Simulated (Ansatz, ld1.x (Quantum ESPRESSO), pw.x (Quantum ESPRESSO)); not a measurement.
**gallium: does the TM potential hold in the solid?**

Ga, norm-conserving Troullier–Martins (Kleinman–Bylander form), made with ld1.x (Quantum ESPRESSO) 7.5 (PBE, scalar-relativistic). Core [Ar] 3d10, reference 4s2 4p1. Waves: 4s (bound): rc 1.75 bohr; 4p (bound): rc 1.65 bohr. Local part: the p channel. Core correction: a·sin(br)/r model core inside 1.60 bohr.

Atomic tests: cutoffs needed: 25 Ry and 40 Ry (the cutoffs (Ry, on a coarse ladder) from which the occupation-weighted sum of valence levels, in a spherical-Bessel basis at the reference potential, stays within 10 and 1 mRy of its value at 400 Ry); ghost test: ghost state, extra bound levels that the all-electron valence spectrum of the same l lacks: s at -516.3 eV; a true bound ghost makes a file unfit for plane-wave use (spherical-Bessel basis up to 400 Ry, 20 bohr box); largest excitation error: -183 meV (all-electron minus pseudo) for 4s1 4p0, out of 7 test configurations.

Crystal test: fcc Ga in pw.x 7.5, no spin, 13³ k-points, Fermi–Dirac smearing 0.01 Ry, cutoffs 50/200 Ry. The reference is all-electron LAPW (Ansatz 0.2.0) with the same functional, mesh and smearing; V0 and B0 come from Birch–Murnaghan fits to the pressures at five volumes. Errors are pseudo minus all-electron; Δ is the rms difference of the E(V) curves that follow from these fits, minima aligned, over ±6 % about the mean V0. Mesh and smearing are coarse, so the numbers serve the comparison and aren't converged zero-temperature values; the lattice is a test structure that the element need not adopt.

```
V (Å³/atom)  P all-electron (GPa)  P pseudo (GPa)
     18.074                  2.74         -578.58
     18.549                  1.23         -564.41
     19.025                 -0.07         -551.24
     19.501                 -1.20         -538.90
     19.976                 -2.17         -524.87
```

All-electron: a0 = 4.236 Å (V0 = 19.00 Å³/atom), B0 = 48.8 GPa.

Pseudopotential: converged, but broken (pressure over 100 GPa off). The pressure does not cross zero within the volumes sampled, so no fit is given. The pseudo pressure rises with volume over the whole range, a mechanical instability. Note: ghost state, extra bound levels that the all-electron valence spectrum of the same l lacks: s at -516.3 eV. A true bound ghost makes a file unfit for plane-wave use. A pressure error of this size marks a broken potential; the numbers have no physical meaning.

At the middle volume, how do free energy and pressure move when the wave cutoff is lowered (ecutrho kept at four times it)?

```csv
cutoff (Ry),shift of F (meV/atom),shift of P (GPa)
22,+84508.0,+118.48
30,+77646.9,+260.03
40,+36768.3,-586.94
```

The run at the middle volume (84 k-points, 7 iterations) took about 3.3 s on one core of a shared host (Neoverse-V2, 96 threads, 742 GiB, load 51).
